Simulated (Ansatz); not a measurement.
TiC, DFT, PBE, PAW with Ansatz's default frozen-core files, scalar-relativistic (Ansatz 0.2.0), run on 1 thread of Arm Neoverse V2 on a shared host.

The cell is COD entry 9012564, as deposited and not checked against the literature; nothing was relaxed. The listed cell was then made from it by scaling, straining or moving an atom.

Command: `ansatz run input.yaml --threads 1 --pin off --max-ram 3072MiB --backend cpu --events-out ev --progress --plain --runs-dir out`

```yaml
crystal:
  lattice:
    - [0.02164, 2.17482, 2.17482]
    - [2.17482, 0.02164, 2.17482]
    - [2.17482, 2.17482, 0.02164]
  atoms:
    - { symbol: Ti, position: [0.0, 0.0, 0.0] }
    - { symbol: C, position: [0.5, 0.5, 0.5] }
kpoints:
  mp_grid: { grid: [16, 16, 16] }
scf:
  occupations: { method: fermi_dirac, width: 0.03 }
hamiltonian:
  xc: pbe
  pseudopotentials: { kind: paw }
output:
  forces: true
  stress: true
  eigenvalues: true
  efg: { contact_densities: true }
  write_density: true
  write_potential: true
  elf: true
  volumetric_format: npy
```

Q: How large is the problem that the program sets up?

A: 417 irreducible k-points, 399 plane waves at Γ, 12 bands.

Q: About how long does it take, and how much memory does it use?

A: 7.9 s of wall time for 6 SCF iterations, with a peak of 0.4 GiB. Times on shared machines scatter by tens of per cent.

Q: And the same cell and mesh by all-electron PAW (datasets made for this crystal), asked for forces, stress, eigenvalues, efg, on the same hardware?

A: 28 s, peak memory 0.72 GiB.
